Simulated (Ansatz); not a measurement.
## Pd: single point with PBE

Crystal: Pd.

```xyz
2
Lattice="2.7837 0.0000 0.0000 -1.3918 2.4107 0.0000 0.0000 0.0000 4.6289" Properties=species:S:1:pos:R:3 pbc="T T T"
Pd   -0.0483    1.6675    1.1155
Pd    1.3843    0.8293    3.5121
```

This isn't the form of Pd at room conditions, which is fcc.

The cell isn't the ideal one: atoms moved at random, drawn with an rms of 0.05 Å.

```
Program             : Ansatz 0.2.0
Task                : single point
Functional          : PBE
Potentials or basis : all-electron LAPW, scalar-relativistic
Cutoff              : 271 eV (chosen from the basis error)
Basis error allowed : 0.001 eV/atom
k mesh              : 11 × 11 × 6
Occupations         : fermi-dirac, width 0.05 eV
Spin                : no spin polarisation
```

| Item | Value |
| --- | --- |
| Pressure | -0.8 GPa |
| Largest force | 0.674 eV/Å |
| Band gap on the k mesh | none (metal or under the smearing width) |

Forces on the atoms (eV/Å):
```
Pd   0.033 -0.033  0.672
Pd  -0.033  0.033 -0.672
```

Stress tensor (GPa, compression positive):
```
-1.38  0.42  0.16
 0.42 -0.63 -0.15
 0.16 -0.15 -0.29
```

Levels at points of the mesh, in eV from the Fermi level:
| k point | band 24 | band 25 | band 26 | band 27 | band 28 | band 29 | band 30 | band 31 | band 32 | band 33 |
| --- | --- | --- | --- | --- | --- | --- | --- | --- | --- | --- |
| (0.00, 0.00, 0.00) | -2.26 | -2.22 | -1.64 | -1.47 | -0.32 | -0.15 | 0.97 | 6.59 | 16.90 | 18.54 |
| (0.00, 0.00, -0.50) | -2.60 | -2.58 | -2.53 | -0.81 | -0.73 | -0.58 | -0.55 | 13.04 | 14.31 | 17.31 |

Run time: 110 s on 1 thread of Arm Neoverse V2, with other jobs on the host, peak memory 1.1 GiB.
